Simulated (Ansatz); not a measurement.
**Molecular dynamics of Ba**

Input:

```yaml
accuracy: low
crystal:
  lattice:
    - [15.06, 0.0, 0.0]
    - [0.0, 15.06, 0.0]
    - [0.0, 0.0, 17.02]
  atoms:
    - { symbol: Ba, position: [0.0, 0.0, 0.05875442] }
    - { symbol: Ba, position: [0.33333333, 0.0, 0.05875442] }
    - { symbol: Ba, position: [0.66666667, 0.0, 0.05875442] }
    - { symbol: Ba, position: [0.0, 0.33333333, 0.05875442] }
    - { symbol: Ba, position: [0.33333333, 0.33333333, 0.05875442] }
    - { symbol: Ba, position: [0.66666667, 0.33333333, 0.05875442] }
    - { symbol: Ba, position: [0.0, 0.66666667, 0.05875442] }
    - { symbol: Ba, position: [0.33333333, 0.66666667, 0.05875442] }
    - { symbol: Ba, position: [0.66666667, 0.66666667, 0.05875442] }
    - { symbol: Ba, position: [0.17192178, 0.17736956, 0.22124378] }
    - { symbol: Ba, position: [0.49830967, 0.16262045, 0.21509302] }
    - { symbol: Ba, position: [0.82936132, 0.15809642, 0.21987077] }
    - { symbol: Ba, position: [0.15863651, 0.50319433, 0.19757292] }
    - { symbol: Ba, position: [0.4877497, 0.47741778, 0.20443236] }
    - { symbol: Ba, position: [0.81997361, 0.50236865, 0.20642808] }
    - { symbol: Ba, position: [0.15978127, 0.81405308, 0.20013462] }
    - { symbol: Ba, position: [0.501631, 0.83819003, 0.20615237] }
    - { symbol: Ba, position: [0.8169383, 0.81023674, 0.22616203] }
    - { symbol: Ba, position: [0.00606926, -0.02672091, 0.35776194] }
    - { symbol: Ba, position: [0.30330671, -0.04675452, 0.35725454] }
    - { symbol: Ba, position: [0.65136327, -0.00441704, 0.37562618] }
    - { symbol: Ba, position: [-0.0221158, 0.35077852, 0.34773528] }
    - { symbol: Ba, position: [0.30876498, 0.37536015, 0.38289448] }
    - { symbol: Ba, position: [0.65389299, 0.34352327, 0.36923108] }
    - { symbol: Ba, position: [0.0165452, 0.65373418, 0.3696388] }
    - { symbol: Ba, position: [0.32670919, 0.66214452, 0.34899618] }
    - { symbol: Ba, position: [0.61126902, 0.64891142, 0.37143196] }
basis:
  ecutwfc: 420.0
kpoints:
  mp_grid: { grid: [1, 1, 1] }
hamiltonian:
  xc: pbe
  dispersion: d3bj
scf:
  occupations: { method: fermi_dirac, width: 0.05 }
  lower_state_search: "off"
md:
  timestep: 3
  n_steps: 200
  ensemble: nvt_langevin
  temperature: 450.0
  initial_velocities: maxwell_boltzmann
  seed: 903341
  friction: 0.05
  constraints: [{ sites: [0, 1, 2, 3, 4, 5, 6, 7, 8] }]
```

Run as:

```bash
$ ansatz run input.yaml --threads 4 --pin off --max-ram 10240MiB --backend cpu --events-out ev --progress --plain --runs-dir out
```

It goes on from the last frame of an earlier run, with new velocities.

Output, in part (step lines):

```
md step     0: t =     0.00 fs  T =   450.0 K  F+E_penalty+E_count = -160630.27248580 eV  E_kin = 1.047006 eV  (10 SCF iters)
md step     1: t =     3.00 fs  T =   368.3 K  F+E_penalty+E_count = -160630.27490793 eV  E_kin = 0.856988 eV  (7 SCF iters)
md step     2: t =     6.00 fs  T =   364.7 K  F+E_penalty+E_count = -160630.27649114 eV  E_kin = 0.848432 eV  (7 SCF iters)
md step     3: t =     9.00 fs  T =   425.1 K  F+E_penalty+E_count = -160630.27939908 eV  E_kin = 0.989060 eV  (7 SCF iters)
md step     4: t =    12.00 fs  T =   374.2 K  F+E_penalty+E_count = -160630.28316977 eV  E_kin = 0.870732 eV  (7 SCF iters)
md step     5: t =    15.00 fs  T =   308.6 K  F+E_penalty+E_count = -160630.28436616 eV  E_kin = 0.718017 eV  (6 SCF iters)
md step     6: t =    18.00 fs  T =   360.1 K  F+E_penalty+E_count = -160630.28513445 eV  E_kin = 0.837783 eV  (6 SCF iters)
md step     7: t =    21.00 fs  T =   478.6 K  F+E_penalty+E_count = -160630.28730852 eV  E_kin = 1.113487 eV  (6 SCF iters)
[... lines left out ...]
md step   200: t =   600.00 fs  T =   626.1 K  F+E_penalty+E_count = -160630.05387596 eV  E_kin = 1.456830 eV  (7 SCF iters)
```

The steps, from the saved trajectory:

```json
{"time (fs)": "0", "T (K)": "450", "potential energy less start (eV)": "0.000"}
{"time (fs)": "18", "T (K)": "360", "potential energy less start (eV)": "-0.013"}
{"time (fs)": "36", "T (K)": "468", "potential energy less start (eV)": "0.013"}
{"time (fs)": "54", "T (K)": "340", "potential energy less start (eV)": "0.040"}
{"time (fs)": "72", "T (K)": "571", "potential energy less start (eV)": "0.053"}
{"time (fs)": "90", "T (K)": "626", "potential energy less start (eV)": "0.079"}
{"time (fs)": "108", "T (K)": "419", "potential energy less start (eV)": "0.119"}
{"time (fs)": "126", "T (K)": "356", "potential energy less start (eV)": "0.140"}
{"time (fs)": "144", "T (K)": "485", "potential energy less start (eV)": "0.133"}
{"time (fs)": "162", "T (K)": "583", "potential energy less start (eV)": "0.178"}
{"time (fs)": "180", "T (K)": "442", "potential energy less start (eV)": "0.207"}
{"time (fs)": "198", "T (K)": "407", "potential energy less start (eV)": "0.196"}
{"time (fs)": "216", "T (K)": "507", "potential energy less start (eV)": "0.234"}
{"time (fs)": "234", "T (K)": "509", "potential energy less start (eV)": "0.205"}
{"time (fs)": "252", "T (K)": "411", "potential energy less start (eV)": "0.212"}
{"time (fs)": "270", "T (K)": "545", "potential energy less start (eV)": "0.263"}
{"time (fs)": "288", "T (K)": "428", "potential energy less start (eV)": "0.312"}
{"time (fs)": "306", "T (K)": "444", "potential energy less start (eV)": "0.335"}
{"time (fs)": "324", "T (K)": "498", "potential energy less start (eV)": "0.291"}
{"time (fs)": "342", "T (K)": "417", "potential energy less start (eV)": "0.234"}
{"time (fs)": "360", "T (K)": "434", "potential energy less start (eV)": "0.240"}
{"time (fs)": "378", "T (K)": "413", "potential energy less start (eV)": "0.220"}
{"time (fs)": "396", "T (K)": "476", "potential energy less start (eV)": "0.169"}
{"time (fs)": "414", "T (K)": "409", "potential energy less start (eV)": "0.130"}
{"time (fs)": "432", "T (K)": "471", "potential energy less start (eV)": "0.117"}
{"time (fs)": "450", "T (K)": "407", "potential energy less start (eV)": "0.111"}
{"time (fs)": "468", "T (K)": "481", "potential energy less start (eV)": "0.117"}
{"time (fs)": "486", "T (K)": "288", "potential energy less start (eV)": "0.122"}
{"time (fs)": "504", "T (K)": "586", "potential energy less start (eV)": "0.145"}
{"time (fs)": "522", "T (K)": "435", "potential energy less start (eV)": "0.174"}
{"time (fs)": "540", "T (K)": "358", "potential energy less start (eV)": "0.203"}
{"time (fs)": "558", "T (K)": "318", "potential energy less start (eV)": "0.189"}
{"time (fs)": "576", "T (K)": "402", "potential energy less start (eV)": "0.198"}
{"time (fs)": "594", "T (K)": "554", "potential energy less start (eV)": "0.210"}
```

The run went to its last step. A run of 0.6 ps of so small a system gives no equilibrium averages. Limits of this set-up: coarse k mesh, thin slab, slab without dipole correction, a typed lattice constant that wasn't relaxed here, low accuracy level.

Mean squared displacements from the first frame to the last: Ba 0.07 Å².

Last frame:

```xyz
27
Lattice="15.0600 0.0000 0.0000 0.0000 15.0600 0.0000 0.0000 0.0000 17.0200" Properties=species:S:1:pos:R:3
Ba 0.000 0.000 1.000
Ba 5.020 0.000 1.000
Ba 10.040 0.000 1.000
Ba 0.000 5.020 1.000
Ba 5.020 5.020 1.000
Ba 10.040 5.020 1.000
Ba 0.000 10.040 1.000
Ba 5.020 10.040 1.000
Ba 10.040 10.040 1.000
Ba 2.621 2.847 3.742
Ba 7.602 2.140 3.785
Ba 12.599 2.542 3.601
Ba 2.068 7.531 3.612
Ba 7.537 7.279 3.643
Ba 12.203 7.668 3.659
Ba 2.719 12.366 3.434
Ba 7.379 12.486 3.586
Ba 12.197 12.331 3.718
Ba -0.182 -0.345 5.821
Ba 4.386 -0.292 6.275
Ba 9.765 -0.346 6.469
Ba -0.143 5.044 6.123
Ba 4.685 5.377 6.522
Ba 9.825 5.209 6.122
Ba 0.010 10.030 6.194
Ba 4.702 10.261 5.945
Ba 9.473 10.049 6.519
```

Run time: 41 min on 4 threads of Intel(R) Xeon(R) Platinum 8259CL CPU @ 2.50GHz (Skylake/Cascade Lake) (shared host), peak memory 3 GiB.
